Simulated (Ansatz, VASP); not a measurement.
# Two plane-wave programs on TePb

The input INCAR:

```
SYSTEM = TePb
PREC = Accurate
ENCUT = 520
EDIFF = 1E-7
ISMEAR = 0
SIGMA = 0.05
LREAL = .False.
LASPH = .True.
NELM = 100
ALGO = Normal
ISIF = 2
LWAVE = .False.
LCHARG = .False.
GGA = PE
IVDW = 12
NBANDS = 17
```

Contents of KPOINTS:

```
regular mesh
0
Gamma
  8 8 8
  0 0 0
```

Contents of POSCAR:

```
TePb
1.0
    3.9885984184      0.0000000000      0.0000000000
    0.0000000000      3.9885984184      0.0000000000
    0.0000000000      0.0000000000      3.9885984184
Te Pb
1 1
Direct
    0.5000000000      0.5000000000      0.5000000000
    0.0000000000      0.0000000000      0.0000000000
```

Input for Ansatz:

```yaml
crystal:
  lattice:
    - [3.9885984184, 0.0, 0.0]
    - [0.0, 3.9885984184, 0.0]
    - [0.0, 0.0, 3.9885984184]
  atoms:
    - { symbol: Te, position: [0.5, 0.5, 0.5] }
    - { symbol: Pb, position: [0.0, 0.0, 0.0] }
basis:
  ecutwfc: 420
  ecutrho_ratio: 4
kpoints:
  mp_grid: { grid: [8, 8, 8] }
hamiltonian:
  xc: pbe
  dispersion: d3bj
scf:
  occupations: { method: gaussian, width: 0.05 }
output:
  forces: true
  stress: true
  eigenvalues: true
```

Alike in both runs: task single point; functional PBE; dispersion D3(BJ); k mesh 8 × 8 × 8; occupations gaussian, width 0.05 eV; no spin polarisation.

```csv
,VASP,Ansatz
version,VASP 6.6.1,Ansatz 0.2.0
potentials or method,"VASP PAW PBE potentials, release 64 (Te, Pb_d)","scalar-relativistic, plane waves, PAW"
plane-wave cutoff (eV),520,420
valence electrons in the cell,20,30
```

VASP gave:

```
gap on the k mesh at the Fermi level (eV) : none
pressure (GPa)                            : -1.5
```

Q: What did Ansatz give for the same quantities?

A: gap on the k mesh at the Fermi level (eV): none; pressure (GPa): -1.4.

A gap of «none» marks a metal or a gap that the smearing closes. The two sets of potentials don't hold the same shells in valence. Ansatz warned: «dispersion_switch_in_reach».

Caveats: pairwise dispersion overbinds metals, which lowers pressure and volume. The runs have no spin-orbit coupling, so splittings on Pb, Te are missing.
